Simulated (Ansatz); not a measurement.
# ZnS: stable or not

The structure comes from a generated guess, relaxed at this level; another structure or a mixture of phases may lie lower.

The calculation used DFT PBE, scalar-relativistic, plane waves, PAW in Ansatz. Settings of the last relaxation (8-atom cell): 420 eV, 6×6×6 k points, Gaussian smearing of 0.02 eV, no spin polarisation.

```xyz
8
Lattice="-3.7154 3.7154 3.7154 3.7154 -3.7154 3.7154 3.7154 3.7154 -3.7154" Properties=species:S:1:pos:R:3 pbc="T T T"
Zn    1.1683    1.1683    1.1683
Zn    2.5471    2.5471   -2.5471
Zn    2.5471   -2.5471    2.5471
Zn   -2.5471    2.5471    2.5471
S     2.4789    2.4789    2.4789
S     1.2365    1.2365   -1.2365
S     1.2365   -1.2365    1.2365
S    -1.2365    1.2365    1.2365
```

Energies over the elements count from the elements' standard structures at the same level, with no fitted energy shifts.

Task: These tests were run: energy against the elements; phonons at Γ. What do they show?

Result:

```json
{"test": "energy against the elements", "result": "−0.675 eV/atom"}
{"test": "phonons at Γ", "result": "lowest optical mode 71 cm⁻¹"}
```

It fails none of these tests. Other phases of the system weren't compared here, so this isn't yet thermodynamic stability. Phonons away from Γ weren't computed.

The reference form of S is held partly by dispersion forces, which this level lacks. The run for the phonons used a 6×6×6 k mesh.
